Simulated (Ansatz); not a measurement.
Structure relaxation of Ru

Computed with Ansatz 0.2.0, DFT PBE, scalar-relativistic, plane waves, PAW. Cutoff 420 eV, Γ-centred k mesh, Gaussian smearing, no spin polarisation in the final step.

The start puts Ru on the sites of a reported Hg cell (P6/mmm, No. 191), at a guessed volume.

```xyz
3
Lattice="3.7523 0.0000 0.0000 -1.8761 3.2495 0.0000 0.0000 0.0000 3.1985" Properties=species:S:1:pos:R:3 pbc="T T T"
Ru    0.0000    2.1664    1.5993
Ru    0.0000    0.0000    0.0000
Ru    1.8761    1.0832    1.5993
```

Cell and atoms relax at zero pressure; the relaxation can't lower the symmetry of the start. After a coarse first stage the cell is made exact in the group found at 0.06 Å.

Energies count from the standard state of Ru at the same level.

Task: What does it relax into?

Result: It keeps P6/mmm (No. 191), but not the shape of the type it started on. The result has the omega structure. Conventional cell: a = 4.268 Å, c = 2.683 Å. Ru on Wyckoff site d (2 atoms of the primitive cell) is coordinated by 3 Ru at 2.46 Å and 8 Ru at 2.68–2.81 Å; Ru on Wyckoff site a (1 atom of the primitive cell) is coordinated by 14 Ru at 2.68–2.81 Å.

```
Ru
1.0
     4.26761    0.00000    0.00000
    -2.13381    3.69586    0.00000
     0.00000    0.00000    2.68332
Ru
3
Direct
  0.33333 0.66667 0.50000
  0.00000 0.00000 0.00000
  0.66667 0.33333 0.50000
```

Task: What are its volume, energy, density and gap?

Result: The volume per atom is 14.11 Å³. The density is 11.90 g/cm³. The energy over the standard structure is 0.26 eV/atom and the gap on the 12×12×18 mesh is 0 eV (a metal).

The final run used a 12×12×18 mesh on its 3-atom cell and 0.10 eV smearing. For metals, differences of a few meV/atom aren't resolved. A structure relaxed within its symmetry needn't be a true minimum. The steps took of the order of 40 core-seconds in all.